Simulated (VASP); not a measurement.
A run of VASP 6.6.1 is set up as follows.

The input INCAR:

```
PREC     = Accurate       # precision mode
ENCUT    = 520            # plane-wave cutoff, eV
EDIFF    = 1E-6           # SCF threshold, eV
ISMEAR   = -1             # smearing method
SIGMA    = 0.02           # smearing width, eV
LREAL    = Auto         
LASPH    = True           # aspherical terms in the spheres
NELM     = 100            # most SCF steps
ALGO     = Normal         # electronic algorithm
ISIF     = 2              # what is computed and relaxed
LWAVE    = False          # write WAVECAR
LCHARG   = True           # write CHGCAR
GGA      = PS             # functional
LELF     = True           # ELF
LVHAR    = True         
NBANDS   = 64             # bands
```

File KPOINTS:

```
Automatic mesh
0
Gamma
  1 1 1
```

File POSCAR:

```
H6C2O
1.0
    7.5290720000      0.0000000000      0.0000000000
    0.0000000000      7.5290720000      0.0000000000
    0.0000000000      0.0000000000      7.5290720000
C O H
8 4 24
Direct
    0.8690048388      0.7589912807     -0.1644957041
    0.9084120858      0.7050138450      0.0221142792
    0.3057348900      0.3811359488      1.0939993667
    0.3408653816      0.3428045316      0.9021164893
    0.2865558996      0.7554981544      0.4864875778
    0.1961197874      0.9467302212      0.4844554548
    0.6081625996      0.1757719942      0.5191874908
    0.5645582882      0.3814945587      0.5020140596
    0.7632281907      0.6863130011      0.1386625071
    0.1838207949      0.2983634637      0.8031799935
    0.0046353654      0.9181742451      0.4856375394
    0.3665126326      0.3847353299      0.5225743624
    0.7990891839      0.7567466482      0.2337207029
    0.9583252757      0.5786901759      0.0237877922
    1.0223305077      0.7977344353      0.0710180484
    0.9773183202      0.7612359133     -0.2522754464
    0.7559098917      0.6890756258     -0.2342519769
    0.8012142798      0.8986100810     -0.1776712987
    0.2025083569      0.3277960418      0.6784767100
    0.4126404954      0.4601895161      0.8470632237
    0.4317663585      0.2307057231      0.8999781115
    0.4318194859      0.4372517622      1.1407780401
    0.2022427200      0.4909901247      1.1387990446
    0.2578139776      0.2605101930      1.1485346401
   -0.0541102542      1.0238844840      0.5326021587
    0.2154847237      1.0139895063      0.6151488523
    0.2256320566      1.0161677296      0.3671634433
    0.4347149290      0.7487376930      0.4625271215
    0.2455282670      0.6847457429      0.6054663842
    0.2301478854      0.6953048131      0.3660876135
    0.3064388281      0.4472397129      0.4186970187
    0.5965144177      0.4515961595      0.6172872301
    0.5971519465      0.4470936126      0.3757700816
    0.7331182382      0.1666606456      0.5979222937
    0.5295207696      0.1271869893      0.6154277712
    0.6599485302      0.0831310950      0.4025064444
```

Potentials or basis: VASP PAW PBE potentials, release 64 (C, O, H).

Command:

```bash
$ cat potpaw_PBE.64/C/POTCAR potpaw_PBE.64/O/POTCAR potpaw_PBE.64/H/POTCAR > POTCAR
$ mpirun -np 1 vasp_gam > vasp.out
```

Q: Estimate the pressure.

A: 0.5 GPa.

Q: Predict the largest force.

A: 5.992 eV/Å.

Stress tensor (GPa, compression positive):
```
-0.49  1.53 -1.13
 1.53 -0.53 -0.92
-1.13 -0.92  2.48
```

Caveat: the PAW data sets were made with another functional, which shifts forces and pressure a little.
